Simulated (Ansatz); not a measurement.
**MgO: computed properties**

The calculation used DFT PBE, scalar-relativistic, plane waves, PAW (Ansatz 0.2.0).

Cutoff 420 eV; k points 12×12×6 on the computed 4-atom cell (Γ-centred); Gaussian smearing, width 0.02 eV; no spin polarisation.

The structure is relaxed at this level of theory with its symmetry kept, and needn't be the ground state of this composition.

```cif
data_structure
_symmetry_space_group_name_H-M 'P6_3mc'
_symmetry_Int_Tables_number 186
_cell_length_a 3.3151
_cell_length_b 3.3151
_cell_length_c 5.1182
_cell_angle_alpha 90.000
_cell_angle_beta 90.000
_cell_angle_gamma 120.000
_cell_volume 48.71
loop_
_atom_site_label
_atom_site_type_symbol
_atom_site_symmetry_multiplicity
_atom_site_Wyckoff_symbol
_atom_site_fract_x
_atom_site_fract_y
_atom_site_fract_z
_atom_site_occupancy
Mg1 Mg 2 b 0.33333 0.66667 0.00619 1
O1 O 2 b 0.33333 0.66667 0.39841 1
```

(1) Formation energy from the elements' standard states (uncorrected)?

(2) Kohn–Sham band gap?

(3) Orbital (Löwdin) character of the top 1 eV of the valence band?

(4) Orbital (Löwdin) character of the lowest 1 eV of the conduction band?

(5) Electron masses at the edge by direction of the standard setting (m_e; one valley, along these axes only; no spin-orbit coupling)?

(6) Hole masses at the edge by direction of the standard setting (m_e; one valley, along these axes only; no spin-orbit coupling)?

(7) Bader charge by site (e)?

## Answers

(1) -2.617 eV/atom.

(2) 3.41 eV, direct at Γ.

(3) O 2p 98 %.

(4) Mg 3s 63 %, O 2s 25 %, O 2p 10 %.

(5) x: 0.34; y: 0.34; z: 0.33.

(6) x: 6.7; y: 6.7; z: 0.38.

(7) Mg (2 in the cell) 1.70, O (2 in the cell) -1.70.

Another cell of MgO relaxed alike, in P6_3/mmc, lies 33 meV/atom lower, so this cell isn't the stable form at this level.

It was relaxed from a Materials Project cell. Kohn–Sham gaps at this level usually fall short of measured ones. Löwdin shares on free-atom orbitals overweight diffuse shells in the empty bands.
